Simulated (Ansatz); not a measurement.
# SiO2 (1T monolayer type, one sheet): optical response by level

Aim: the dielectric function of SiO2 (1T monolayer type, one sheet) in the independent-particle picture, and how it depends on the functional and on the gap. Plan: HSE06 for the gap; optics with PBE on 9×9×1; optics with r2SCAN on 9×9×1; optics with PBE and scissors to the HSE06 gap on 9×9×1.

Computed with Ansatz 0.2.0 (plane waves, PAW; no local fields, no excitons, unless a step's input says otherwise).

**1. The structure to begin with**

It takes space group P-3m1 (No. 164, trigonal). The conventional cell has a = 2.672 Å, b = 2.672 Å, c = 27.829 Å, α = 90.00°, β = 90.00°, γ = 120.00°. Si (site symmetry -3m) has 6 O at 1.79 Å as nearest neighbours. O (site symmetry 3m) is surrounded by 3 Si at 1.79 Å.

Structure file:

```cif
data_structure
_symmetry_space_group_name_H-M 'P 1'
_symmetry_Int_Tables_number 1
_cell_length_a 2.6724
_cell_length_b 2.6724
_cell_length_c 27.8288
_cell_angle_alpha 90.000
_cell_angle_beta 90.000
_cell_angle_gamma 120.000
_cell_volume 172.12
loop_
_atom_site_label
_atom_site_type_symbol
_atom_site_fract_x
_atom_site_fract_y
_atom_site_fract_z
_atom_site_occupancy
Si1 Si 0.00000 0.00000 0.32341 1
O1 O 0.33333 0.66667 0.35584 1
O2 O 0.66667 0.33333 0.29097 1
```

Cell and atoms come from an earlier r2SCAN relaxation. The cell holds one sheet and vacuum, and is periodic in the plane alone; ε, where given, is a mean over the whole height of the cell, so ε₂ and ε₁ − 1 scale inversely with that height and aren't the sheet's own values.

**2. The gap to aim at**

The input, input.yaml:

```yaml
crystal:
  lattice:
    - [2.6723936084, 0.0, 0.0]
    - [-1.3361968042, 2.3143607538, 0.0]
    - [0.0, 0.0, 27.8288401864]
  atoms:
    - { symbol: Si, position: [0.0, 0.0, 0.3234055009] }
    - { symbol: O, position: [0.3333333333, 0.6666666667, 0.3558442254] }
    - { symbol: O, position: [0.6666666667, 0.3333333333, 0.2909667764] }
  periodic: [true, true, false]
kpoints:
  mp_grid: { grid: [6, 6, 1] }
  band_path:
    path:
      - [0.0, 0.0, 0.0]
      - [0.5, 0.0, 0.0]
      - [0.3333333333, 0.3333333333, 0.0]
      - [0.151042, 0.151042, 0.0]
    npoints: 1
hamiltonian:
  xc: hse06
scf:
  occupations: { method: fixed }
  n_extra_bands: 4
output:
  forces: true
  stress: true
  eigenvalues: true
```

Started as:

```bash
$ ansatz run input.yaml --threads 4 --pin off --max-ram 5529MiB --backend cpu --events-out ev --progress --plain --runs-dir out
```

The program printed (excerpt; [...] marks lines left out):

```text
Warning: output.stress: scf.convergence.dr2_threshold = 1e-7 eV (the SCF's general default) is looser than the 3e-10 eV advised for a printed stress (1e-10 eV for each atom of the cell: 3). What an SCF threshold leaves in a stress goes as its square root, and in the free energy as the [...]
Warning: output.stress: scf.exx.energy_threshold = 1e-6 eV is looser than the 3e-8 eV advised for a stress under a hybrid functional (1e-8 eV for each atom of the cell: 3). Every SCF of the exchange loop can meet its threshold on dr2 while the loop round them stops early: no threshold on [...]
Warning: RAYON_NUM_THREADS=4 ignored (pool sized by the plan → 4); use --threads N
scf.n_extra_bands = 4 over 8 filled bands (N_el = 16.0): the run solves 12 bands
[...]
Pseudopotentials: kind: paw
Pseudopotential: Si, paw, valence charge 4, recommended cutoff 420 eV (normal), Si.paw.azcp
Pseudopotential: O, paw, valence charge 6, recommended cutoff 420 eV (normal), O.paw.azcp
Functional definition: HSE06
[...]
davidson cushion auto → on  (no smearing: the cushion is to keep the highest requested band from converging to the state above it; pin scf.eigensolver.cushion to override)
Crystal: 3 atoms, lattice volume = 172.118 Å³
Basis set: ecut = 420 eV, 3399 PW (Γ), exchange–correlation on 36×36×384 points (8 copies of the dense FFT grid, shifted against one another)
Bands: 12, of which v1, the nominal top of the filled ones, is band 8 counted from 1 (7 counted from 0)
Symmetry: 12 space group operations
Space group: P-3m1 (ITA 164), of the structure as read, at distance tolerance 5.6e-5 Å
k-points: 7 of 36
[...]
SCF iter   1: F=—  HF=-1773.130544 eV  |F-HF|=—  |Δ(HF+E_count)|=         —  Δρ=1.56e-3  dr2=4.71e-3  ethr=1.77e-3  ⟨swp⟩=2.0  Hψ=798  notcnv=0
[...]
SCF 1 stopped early in 2 iterations: F = -1773.130287 eV  dr2 = 2.86e-4
[...]
Frozen-core exchange: fock
[...]
SCF 2 stopped early in 6 iterations: F = -1773.466956 eV  dr2 = 6.99e-7
[...]
hybrid outer 1: dexx = +5.523e-3 eV, tail = 9.10e-6 eV
[...]
Frozen-core exchange: fock
[...]
SCF iter   4: F=-1773.466956 eV  HF=-1773.466956 eV  |F-HF|=5.70e-9  |Δ(HF+E_count)|=   1.11e-7  Δρ=2.66e-6  dr2=7.25e-9  ethr=5.98e-11  ⟨swp⟩=5.3  Hψ=350  notcnv=0  defer=23
[...]
hybrid outer 2: dexx = +1.162e-7 eV, tail = 1.73e-8 eV, Δε = 9.54e-4 eV (about 4.77e-5 eV left of the loop's levels), ΔF = 3.48e-3 eV/Å (tail 4.43e-4)
NSCF: frozen V_eff on 4 k-points
hybrid SCF converged: 2 outer / 10 inner (+2 warm-up), last move |dexx| = 1.16e-7 eV, tail = 1.73e-8 eV
Stability not checked: this state was not tested for a lower state beside it, because the functional holds exact exchange (a hybrid, or Hartree-Fock), whose exchange loop this test does not read (fock_operator; see scf.lower_state_search)
Free energy (F): -1773.466956 eV
Frozen-core exchange: fock
[...]
E sigma→0 (E₀):  -1773.466956 eV
Fermi energy:    -10.297351 eV
[...]
--- Forces (eV/Å), atoms counted from 1 ---
  atom   1  Si    -0.00000000    -0.00000000     0.00000000
  atom   2  O      0.00000000     0.00000000    -0.13135348
  atom   3  O      0.00000000    -0.00000000     0.13135348
[...]
--- 2D stress c σ (N/m, compression-positive) ---
       -0.892446       0.000000       0.000000
        0.000000      -0.892446       0.000000
        0.000000       0.000000       0.000000
  P = ½ c Tr σ = -0.8924 N/m
--- Band table (eV; the first three rows and the last of 7) ---
  k-point 0: bands = ["-33.1842", "-29.1162", "-15.2215", "-12.2995", "-12.2995", "-11.0841", "-11.0841", "-10.9098", "-1.3879", "-0.2004", "0.1021", "0.4444"]
[...]
  the weakly bound empty levels are not read free of the cell's end (exact_exchange)
```

It took 48 s on 4 threads of Arm Neoverse N1, shared host; peak memory 1.4 GiB.

HSE06 puts the least direct gap over the mesh and the named points at 9.522 eV, and the least gap at 8.900 eV.

**3. Optics, PBE**

The input, input.yaml:

```yaml
crystal:
  lattice:
    - [2.6723936084, 0.0, 0.0]
    - [-1.3361968042, 2.3143607538, 0.0]
    - [0.0, 0.0, 27.8288401864]
  atoms:
    - { symbol: Si, position: [0.0, 0.0, 0.3234055009] }
    - { symbol: O, position: [0.3333333333, 0.6666666667, 0.3558442254] }
    - { symbol: O, position: [0.6666666667, 0.3333333333, 0.2909667764] }
  periodic: [true, true, false]
kpoints:
  mp_grid: { grid: [9, 9, 1] }
hamiltonian:
  xc: pbe
scf:
  occupations: { method: fixed }
output:
  optics:
    e_range: [0, 24]
    de: 0.05
    sigma: 0.1
    bands: { spectra_wanted_up_to: 24 }
  write_density: true
  write_potential: true
  elf: true
  volumetric_format: npy
```

Started as:

```bash
$ ansatz run input.yaml --threads 4 --pin off --max-ram 5529MiB --backend cpu --events-out ev --progress --plain --runs-dir out
```

The program printed (excerpt; [...] marks lines left out):

```text
Warning: RAYON_NUM_THREADS=4 ignored (pool sized by the plan → 4); use --threads N
[...]
[... 3 set-up lines as earlier in the session ...]
Functional definition: PBE
[...]
Crystal: 3 atoms, lattice volume = 172.118 Å³
Basis set: ecut = 420 eV, 3399 PW (Γ)
Bands: 12, of which v1, the nominal top of the filled ones, is band 8 counted from 1 (7 counted from 0)
[... 2 set-up lines as earlier in the session ...]
k-points: 12 of 81
[...]
SCF iter   1: F=—  HF=-1773.126172 eV  |F-HF|=—  |Δ(HF+E_count)|=         —  Δρ=1.50e-3  dr2=4.44e-3  ethr=1.77e-3  ⟨swp⟩=8.3  Hψ=1234  notcnv=0  defer=24
[...]
SCF iter   9: F=-1773.127248 eV  HF=-1773.127248 eV  |F-HF|=1.59e-11  |Δ(HF+E_count)|=  2.50e-12  Δρ=1.69e-8  dr2=3.21e-13  ethr=1.00e-12  ⟨swp⟩=2.8  Hψ=316  notcnv=0
[...]
NSCF: frozen V_eff on 12 k-points
[...]
NSCF: frozen V_eff on 1 k-points
NSCF: frozen V_eff on 1 k-points
NSCF: frozen V_eff on 1 k-points
NSCF: frozen V_eff on 1 k-points
WARN: The output density's exchange-correlation potential varies sharply where the density is thin. Do not read a vacuum level from v_tot or v_xc, or from such a field of the output density. On a cell that repeats whose density bears no net charge and no dipole along the vacuum's axis use [...]
SCF converged after 9 iterations
Free energy (F): -1773.127248 eV
[...]
E sigma→0 (E₀):  -1773.127248 eV
Fermi energy:    -8.973844 eV
[...]
--- Band table (eV; the first three rows and the last of 12) ---
  k-point 0: bands = ["-30.2109", "-26.2906", "-13.4822", "-10.9620", "-10.9620", "-9.8253", "-9.8253", "-9.5572", "-1.9813 (-1.9813°)", "-0.4047 (-0.4068°)", "-0.0767", "-0.0616"]
[...]
  ° read free of the cell's end (the report's vacuum.weakly_bound_levels)
```

Run time: 14 s. Hardware: 4 threads of Arm Neoverse N1, shared host; peak memory 0.72 GiB.

From the head of optics.tsv:

```
# eps_inf(xx yy zz) = 1.376762 1.376762 1.296609
# eps_inf_bands = all
# eps_inf_summed_bands(xx yy zz) = 1.365538 1.365538 1.284005
# eps_inf_completed(xx yy zz) = 1.376762 1.376762 1.296609
# eps2_relative_error = 0.0009
# eps_inf_relative_error = 0.0048
# f_sum_n_eff(xx yy zz) = 10.481176 10.481176 10.113348 of n_electrons = 16.000000
# n_bands = 61
# n_bands_set_by = photon_energy
# valid_up_to_ev = 31.993817
# least_direct_gap_ev = 7.575934e0 at k(fractional) = 0.000000 0.000000 0.000000, k_point = 0, channel = 0, bands = 7 8 (counted from 0)
```

The dielectric function from optics.tsv (yy equals xx), one row in 11 (narrow peaks fall between the rows):

```csv
E (eV),ε₂ xx,ε₂ zz,ε₁ xx,ε₁ zz
7.55,0.00,0.12,1.66,1.60
8.10,0.24,0.16,1.67,1.41
8.65,0.20,0.15,1.64,1.39
9.20,0.28,0.18,1.72,1.38
9.75,0.36,0.08,1.70,1.41
10.30,0.36,0.12,1.65,1.47
10.85,0.43,0.16,1.84,1.52
11.40,0.61,0.29,1.90,1.60
11.95,1.06,0.26,2.04,1.50
12.50,1.44,0.36,0.86,1.62
13.05,0.84,0.37,0.85,1.48
13.60,0.67,0.47,1.00,1.59
14.15,0.63,0.65,1.10,1.77
14.70,0.80,1.05,0.95,1.35
15.25,0.59,0.77,0.87,1.18
15.80,0.78,0.82,1.13,1.09
16.35,0.83,0.89,0.74,0.91
16.90,0.68,0.59,0.59,0.82
17.45,0.51,0.91,0.71,1.19
18.00,0.44,0.47,0.62,0.42
18.55,0.46,0.40,0.53,0.66
19.10,0.28,0.55,0.62,0.59
19.65,0.26,0.27,0.65,0.62
20.20,0.20,0.18,0.65,0.65
20.75,0.16,0.17,0.69,0.74
21.30,0.14,0.17,0.74,0.77
21.85,0.14,0.16,0.72,0.75
22.40,0.11,0.13,0.75,0.77
22.95,0.09,0.11,0.78,0.80
23.50,0.12,0.13,0.80,0.83
```

Tallest peaks of ε₂ (mean of the periodic axes): 1.7 at 12.35 eV, 0.8 at 14.60 eV, 0.9 at 16.10 eV.

**4. Optics, r2SCAN**

Edit input.yaml of step 3 so:

```diff
@@ -13,3 +13,3 @@
 hamiltonian:
-  xc: pbe
+  xc: r2scan
 scf:
@@ -22,5 +22 @@
     bands: { spectra_wanted_up_to: 24 }
-  write_density: true
-  write_potential: true
-  elf: true
-  volumetric_format: npy
```

Started as:

```bash
$ ansatz run input.yaml --threads 4 --pin off --max-ram 5529MiB --backend cpu --events-out ev --progress --plain --runs-dir out
```

The program printed:

```text
Warning: RAYON_NUM_THREADS=4 ignored (pool sized by the plan → 4); use --threads N
Engine: ansatz 0.2.0, aarch64-unknown-linux-gnu
[... 1 set-up line as earlier in the session ...]
Pseudopotential: Si, paw, valence charge 4, recommended cutoff 500 eV (meta_gga), Si.paw.azcp
Pseudopotential: O, paw, valence charge 6, recommended cutoff 500 eV (meta_gga), O.paw.azcp
Functional definition: r2SCAN
  parameter k0 = 0.174
  parameter k1 = 0.065
  parameter a1 = 4.9479
  exchange = r2scan_x(k0 = k0, k1 = k1, a1 = a1)
  correlation = r2scan_c
Crystal: 3 atoms, lattice volume = 172.118 Å³
Basis set: ecut = 500 eV, 4337 PW (Γ), exchange–correlation on 80×80×864 points (64 copies of the dense FFT grid, shifted against one another)
Bands: 12, of which v1, the nominal top of the filled ones, is band 8 counted from 1 (7 counted from 0)
[... 2 set-up lines as earlier in the session ...]
k-points: 12 of 81
Non-local potential: Si, projectors of the file, l = 0: 2, l = 1: 2, l = 2: 2
Non-local potential: O, projectors of the file, l = 0: 2, l = 1: 2, l = 2: 1
PAW form: soft (Blöchl's): semilocal exchange-correlation on the pseudo side does not see the compensation charge
PAW frozen core: Si, regenerated for the run's functional (the file was generated under x = pbe(κ = 0.804, μ = 0.2195149727645171), c = pbe(β = 0.06672455060314922))
PAW frozen core: O, regenerated for the run's functional (the file was generated under x = pbe(κ = 0.804, μ = 0.2195149727645171), c = pbe(β = 0.06672455060314922))
PAW one-centre angular grid: Si, 302 points (default); XC on 160 Gauss nodes
PAW one-centre angular grid: O, 302 points (default); XC on 160 Gauss nodes
Initial density: superposition of atomic densities (neutral atoms: chi_scale 0, normalization atom), corrected by the library's trained network
Initial wavefunctions: pseudopotential atomic-orbital guess
Functional: x = r2scan, c = r2scan; τ floored in thin density (d = 2e-4 eV/Å³)
SCF iter   1: F=—  HF=-1778.938297 eV  |F-HF|=—  |Δ(HF+E_count)|=         —  Δρ=3.39e-3  dr2=2.63e-2  dr2_τ=2.60e-1  ethr=1.77e-3  ⟨swp⟩=8.8  Hψ=1280  notcnv=0  defer=22
preconditioner: auto → none  [insulator: Δε(μ)=7.875 eV  Ē_g=19.291 eV  n_scr=16 (ndim 8)  ℏωp=11.3 eV  f_vac=0.820  ε∞_Penn≈1.3]
SCF iter   2: F=—  HF=-1779.081355 eV  |F-HF|=—  |Δ(HF+E_count)|=   1.43e-1  Δρ=2.12e-3  dr2=2.87e-3  dr2_τ=6.23e-4  ethr=1.64e-4  ⟨swp⟩=4.7  Hψ=520  notcnv=0  defer=24
SCF iter   3: F=—  HF=-1779.081880 eV  |F-HF|=—  |Δ(HF+E_count)|=   5.25e-4  Δρ=7.03e-4  dr2=3.87e-4  dr2_τ=5.12e-5  ethr=1.80e-5  ⟨swp⟩=5.3  Hψ=323  notcnv=0  defer=24
SCF iter   4: F=—  HF=-1779.082003 eV  |F-HF|=—  |Δ(HF+E_count)|=   1.23e-4  Δρ=1.66e-4  dr2=3.08e-5  dr2_τ=4.22e-6  ethr=2.42e-6  ⟨swp⟩=5.8  Hψ=410  notcnv=0  defer=24
SCF iter   5: F=—  HF=-1779.081994 eV  |F-HF|=—  |Δ(HF+E_count)|=   8.92e-6  Δρ=3.13e-5  dr2=6.90e-7  dr2_τ=1.29e-7  ethr=1.93e-7  ⟨swp⟩=3.8  Hψ=365  notcnv=0  defer=24
SCF iter   6: F=—  HF=-1779.082040 eV  |F-HF|=—  |Δ(HF+E_count)|=   4.62e-5  Δρ=1.09e-5  dr2=1.67e-7  dr2_τ=1.01e-8  ethr=4.31e-9  ⟨swp⟩=3.6  Hψ=339  notcnv=0  defer=24
SCF iter   7: F=—  HF=-1779.082040 eV  |F-HF|=—  |Δ(HF+E_count)|=   4.00e-8  Δρ=2.55e-6  dr2=5.50e-9  dr2_τ=4.94e-10  ethr=1.04e-9  ⟨swp⟩=3.2  Hψ=307  notcnv=0  defer=24
SCF iter   8: F=—  HF=-1779.082040 eV  |F-HF|=—  |Δ(HF+E_count)|=   2.23e-9  Δρ=3.41e-7  dr2=9.62e-11  dr2_τ=1.88e-11  ethr=3.43e-11  ⟨swp⟩=3.8  Hψ=353  notcnv=0  defer=24
SCF iter   9: F=-1779.082040 eV  HF=-1779.082040 eV  |F-HF|=4.32e-11  |Δ(HF+E_count)|=  1.59e-11  Δρ=2.99e-8  dr2=7.14e-13  dr2_τ=9.84e-14  ethr=1.00e-12  ⟨swp⟩=22.3  Hψ=1523  notcnv=0
SCF 1 converged in 9 iterations: F = -1779.082040 eV  dr2 = 7.14e-13
NSCF: frozen V_eff on 12 k-points
Optics k sum: 0 of 12 k-points
[...]
NSCF: frozen V_eff on 1 k-points
NSCF: frozen V_eff on 1 k-points
NSCF: frozen V_eff on 1 k-points
NSCF: frozen V_eff on 1 k-points
output.optics: what the bands over the 59 summed would add to eps1, eps2 and the energy-loss function is held between a lower and an upper bound (6 Lanczos steps). eps1, eps2 and their loss function (loss_summed_bands) are given on every row as the summed bands alone make them. Along an axis, on a row where the two bounds hold the loss function to about 1 % of the greater of itself and 0.5 % of |1/eps|, its cell (loss_completed) is given, with the completed eps1 and eps2 that it is formed of (a cell that is left empty reads nan in the table and null in the record). The two bounds hold it so along every axis on all 481 rows up to 24.000 eV. The run works to bound the rows up to 24.000 eV and no higher ones: a peak of the loss function over that energy may be left empty with no warning. To have the run work for it, set output.optics.bands.spectra_wanted_up_to to a higher energy. perfect_screening_sum, loss_f_sum_n_eff and, beside carriers, perfect_screening_limit are those of loss_summed_bands: over the bounded function the two sums would run over rows that are not all bounded, and lack what the bands left out lay past the top of the energy grid. Bounded is said of the bands left out alone, which are those that the basis at basis.ecutwfc holds: it says nothing of that cutoff, of the k-point mesh, of what the sum inside its cells errs by (eps2_relative_error), of the factors of all_electron_strengths, nor of how far the SCF is converged. The bands left out are taken at the k-points, and what their mean over the points' cells stands off that by is in neither bound: the run's estimate of it, which the test of a row counts in, is 0.05 % of |eps| at the most among the values given; where the mean stood off by over 0.5 % the points' spread read 0.1 to 3 times that
SCF converged after 9 iterations
Free energy (F): -1779.082040 eV
Harris-Foulkes:  -1779.082040 eV  (|F-HF|=4.32e-11)
Internal energy: -1779.082040 eV  (E = F + TS)
E sigma→0 (E₀):  -1779.082040 eV
Fermi energy:    -9.421484 eV
--- Per-component energies (eV) ---
  E_band       = -267.200681
  E_kinetic    = 408.644299
  E_local      = -22822.347256  (includes V_loc(G=0)·N_el)
  E_nonlocal   = 115.830425
  E_hartree    = 11179.864856
  E_xc         = -201.948238
  E_vxc        = -267.480804  (∫ρ·V_xc dr)
  E_paw        = -840.706240  (= ΣΔE_a)
  E_vpaw       = -78.166591  (= ΣTr[D̂ρ^β])
  E_aug_tail   = 0.002059  (compensation charges beyond the density's cutoff)
  E_vtau       = 16.587456  (kinetic-family band-sum trace: ∫τ·v_τ [+ j·A + Jᵃ·Aᵃ] dr)
  E_ewald      = 10381.718369
  E_core_change = -0.140315  (= ΣΔE_core)
  E_smearing   = -0.000000  (= −TS)
  E_closure    = 0.000000  (closes the sum)
  Σ components = -1779.082040   (vs F -1779.082040, Δ=0.00e0)
--- Band table (eV; the first three rows and the last of 12) ---
  k-point 0: bands = ["-31.6516", "-27.7540", "-14.0727", "-11.4715", "-11.4715", "-10.2722", "-10.2722", "-9.9965", "-1.4800 (-1.4799°)", "0.0023 (-0.0326°)", "0.1946", "0.3643"]
  k-point 1: bands = ["-31.4306", "-27.6702", "-13.9820", "-12.5965", "-11.7708", "-10.9323", "-10.2636", "-9.6190", "-0.7655 (-0.7655°)", "0.3328 (0.3017°)", "0.5529", "0.8978"]
  k-point 2: bands = ["-30.8004", "-27.4821", "-14.6373", "-13.9294", "-12.3708", "-11.9655", "-10.3667", "-9.4304", "0.5431 (0.5431°)", "1.1929 (1.1876°)", "1.4313", "1.8138"]
  k-point 11: bands = ["-27.9753", "-27.9753", "-17.2486", "-15.1371", "-15.1371", "-13.4092", "-10.0462", "-10.0462", "2.8292", "5.9884", "6.0347", "6.2845"]
  ° read free of the cell's end (the report's vacuum.weakly_bound_levels)
```

It took 29 s on 4 threads of Arm Neoverse N1, shared host; peak memory 1.1 GiB.

From the head of optics.tsv:

```
# eps_inf(xx yy zz) = 1.334786 1.334786 1.265774
# eps_inf_bands = all
# eps_inf_summed_bands(xx yy zz) = 1.323080 1.323080 1.252275
# eps_inf_completed(xx yy zz) = 1.334786 1.334786 1.265774
# eps2_relative_error = 0.0010
# eps_inf_relative_error = 0.0054
# f_sum_n_eff(xx yy zz) = 10.870557 10.870557 10.426487 of n_electrons = 16.000000
# n_bands = 59
# n_bands_set_by = photon_energy
# valid_up_to_ev = 32.090342
# least_direct_gap_ev = 8.516548e0 at k(fractional) = 0.000000 0.000000 0.000000, k_point = 0, channel = 0, bands = 7 8 (counted from 0)
```

The dielectric function from optics.tsv (yy equals xx), one row in 11 (narrow peaks fall between the rows):

```csv
E (eV),ε₂ xx,ε₂ zz,ε₁ xx,ε₁ zz
8.50,0.00,0.11,1.60,1.54
9.05,0.21,0.13,1.61,1.38
9.60,0.18,0.13,1.58,1.36
10.15,0.20,0.14,1.66,1.37
10.70,0.32,0.07,1.64,1.37
11.25,0.36,0.09,1.62,1.43
11.80,0.35,0.13,1.77,1.48
12.35,0.53,0.21,1.83,1.53
12.90,0.87,0.24,1.90,1.44
13.45,1.57,0.27,1.25,1.55
14.00,0.85,0.36,0.86,1.40
14.55,0.64,0.38,0.97,1.55
15.10,0.57,0.47,1.04,1.63
15.65,0.76,0.92,1.07,1.55
16.20,0.56,0.73,0.82,1.20
16.75,0.55,0.80,1.10,1.16
17.30,0.76,0.85,0.92,1.08
17.85,0.77,0.63,0.74,0.80
18.40,0.52,0.57,0.68,1.05
18.95,0.45,1.03,0.60,0.48
19.50,0.42,0.32,0.67,0.58
20.05,0.28,0.40,0.58,0.86
20.60,0.27,0.29,0.65,0.54
21.15,0.20,0.20,0.65,0.63
21.70,0.18,0.15,0.68,0.72
22.25,0.14,0.20,0.73,0.78
22.80,0.14,0.17,0.72,0.75
23.35,0.12,0.14,0.76,0.77
23.90,0.10,0.12,0.77,0.79
```

Tallest peaks of ε₂ (mean of the periodic axes): 1.6 at 13.45 eV, 0.8 at 15.75 eV, 0.8 at 17.00 eV.

[end of part 1 of 2]
